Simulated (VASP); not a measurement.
The system is Cu.

```
CELL_PARAMETERS angstrom
-1.44279 1.44279 1.37608
1.44279 -1.44279 1.37608
1.44279 1.44279 -1.37608
ATOMIC_POSITIONS crystal
Cu 0.00000 0.00000 0.00000
```

This isn't the form of Cu at room conditions, which is fcc.

Base run:

| Quantity | Value |
| --- | --- |
| Program | VASP 6.6.1 |
| Functional | PBE |
| Potentials or basis | VASP PAW PBE potentials, release 64 (Cu) |
| Cutoff | 520 eV |
| k mesh | 13 × 13 × 13 |
| Occupations | fermi-dirac, width 0.05 eV |
| Spin | no spin polarisation |

Its results: band gap on the k mesh none (metal or under the smearing width); pressure 7.9 GPa.

Problem. The run is repeated on the same cell with these changes: functional from PBE to r2SCAN. What comes out?

Solution. Band gap on the k mesh none (metal or under the smearing width); pressure 1.0 GPa.

Caveats: the PAW data sets were made with another functional, which shifts forces and pressure a little (some runs).
